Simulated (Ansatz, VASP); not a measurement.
One calculation of PtSe2, two programs

File INCAR:

```
SYSTEM = PtSe2
ALGO = Fast ; EDIFF = 1E-6
ENCUT = 520 ; GGA = PE
ISIF = 2 ; ISMEAR = -1
LASPH = .True. ; LCHARG = .False.
LREAL = .False. ; LWAVE = .False.
NBANDS = 18 ; NELM = 100
PREC = Accurate ; SIGMA = 0.05
```

The input KPOINTS:

```
k-points
0
Gamma
  12 12 7
  0 0 0
```

The input POSCAR:

```
PtSe2
1.0
    3.7516095341      0.0000000000      0.0000000000
   -1.8758047670      3.2489891616      0.0000000000
    0.0000000000      0.0000000000      6.5011771938
Pt Se
1 2
Direct
    0.0000000000      0.0000000000      0.0000000000
    0.3333333333      0.6666666667      0.2009858555
    0.6666666667      0.3333333333      0.7990141445
```

Input for Ansatz:

```yaml
crystal:
  lattice:
    - [3.7516095341, 0.0, 0.0]
    - [-1.875804767, 3.2489891616, 0.0]
    - [0.0, 0.0, 6.5011771938]
  atoms:
    - { symbol: Pt, position: [0.0, 0.0, 0.0] }
    - { symbol: Se, position: [0.3333333333, 0.6666666667, 0.2009858555] }
    - { symbol: Se, position: [0.6666666667, 0.3333333333, 0.7990141445] }
kpoints:
  mp_grid: { grid: [12, 12, 7] }
  band_path:
    path:
      - [0.0, 0.0, 0.0]
      - [0.5, 0.0, 0.0]
      - [0.3333333333, 0.3333333333, 0.0]
      - [0.0, 0.0, 0.0]
      - [0.0, 0.0, 0.5]
      - [0.5, 0.0, 0.5]
      - [0.3333333333, 0.3333333333, 0.5]
      - [0.0, 0.0, 0.5]
      - [0.5, 0.0, 0.5]
    npoints: 8
scf:
  occupations: { method: fermi_dirac, width: 0.05 }
hamiltonian:
  xc: pbe
  pseudopotentials: { kind: all_electron, lapw: { basis_error: 0.001 } }
output:
  forces: true
  stress: true
  eigenvalues: true
  populations: true
  dos: { projected: true, de: 0.2, e_range: [-14, 8] }
```

The cell was relaxed by an earlier calculation.

Alike in both runs: task single point; functional PBE; k mesh 12 × 12 × 7; occupations fermi-dirac, width 0.05 eV; no spin polarisation.

```csv
,VASP,Ansatz
version,VASP 6.6.1,Ansatz 0.2.0
potentials or method,"VASP PAW PBE potentials, release 64 (Pt, Se)","all-electron LAPW, scalar-relativistic"
plane-wave cutoff (eV),520,see its input
```

```csv
,VASP,Ansatz,Ansatz less VASP
pressure (GPa),0.0,0.0,+0.05
```

Ansatz ran all-electron here, so the differences hold the error of VASP's frozen core and of both bases.

Caveats: spin-orbit coupling is left out, which moves the levels of the heavy elements; an odd mesh through Γ misses points on the zone boundary, where band edges often lie; this functional lacks dispersion, which binds the layers, so the pressure and a relaxed spacing across them are unreliable.
